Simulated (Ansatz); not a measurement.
Consider OsBr3 (honeycomb trihalide sheet).

The cell holds 8 atoms: 2 Os and 6 Br. Cell: a = 6.154 Å, b = 6.154 Å, c = 29.859 Å, α = 90.0°, β = 90.0°, γ = 120.0°. Vacuum lies along c.

```xyz
8
Lattice="5.0243 -2.5122 2.5122 -2.5122 -2.5122 -5.0243 17.2392 17.2392 -17.2392" Properties=species:S:1:pos:R:3
Os    5.4934    2.9812   -8.0055
Os    8.0055    2.9812   -5.4934
Br    8.0267    5.4473   -5.4473
Br    5.4473    5.4473   -8.0267
Br    7.9595    3.0023   -7.9595
Br    7.9844    3.0272   -3.0272
Br    3.0272    3.0272   -7.9844
Br    5.5394    2.9601   -5.5394
```

The structure was relaxed with LDA. The structure was generated from a model, not taken from a measurement. The runs that relaxed it are not among those shown. The program's search for lower electronic states was switched off, so nothing shows that the state found is the lowest. Spin-orbit coupling is left out unless a run names it. PAW set soft_2, made with PBE.

A constrained-RPA run (Ansatz 0.2.0; non-magnetic LDA; Os t2g, bands v5 to c1, 6×6×1 mesh, medium accuracy) builds 6 functions on bands 1.3 eV wide, with 10.0 electrons in the window. The bare on-site interaction is 9.7 eV and the bare J 0.32 eV.

Question: Estimate U, U′ and J.

On the Os t2g shell, U = 2.98 eV (31 % of the bare value), U′ = 2.45 eV, J = 0.22 eV.

The parent state is non-magnetic and the interaction static (zero frequency); U depends on the window and the orbitals, so it belongs to this model alone. Spin-orbit coupling, which is strong for atoms this heavy, is left out.

[Paths, hosts, dates, memory and timing lines, banners, echoed tables and standing remarks are left out of the program output.]

[Logs are printed without paths, hosts, clocks, repeated set-up lines and the standing remarks that a program may print on its own settings, such as how far it seeks lower states.]

[Runs of the session that timed out or met a known fault of the program may be left out.]

[Hosts, paths, dates, database ids (printed as entryN), source tags and the programs' standing remarks are cut or masked in the printed files.]
